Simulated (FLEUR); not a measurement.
The system is CdS (Hawleyite).

```
Cd S
1.0
     0.00000    2.91650    2.91650
     2.91650    0.00000    2.91650
     2.91650    2.91650    0.00000
Cd S
1 1
Direct
  0.00000 0.00000 0.00000
  0.75000 0.75000 0.75000
```

Base run:

| Item | Value |
| --- | --- |
| Program | FLEUR MaX-R8.1 (later development tree) |
| Functional | LDA |
| Potentials or basis | all-electron |
| Basis | FLAPW |
| Kmax | 5.19 1/bohr |
| k mesh | 8 × 8 × 8 |
| Occupations | fermi-dirac, width 0.05 eV |
| Spin | no spin polarisation |

Its results: band gap on the k mesh 0.86 eV, direct.

Question: The run is repeated on the same cell with these changes: functional from LDA to PBEsol. What comes out?

Answer: Band gap on the k mesh 1.00 eV, direct.

Not every run made on this cell is shown here.
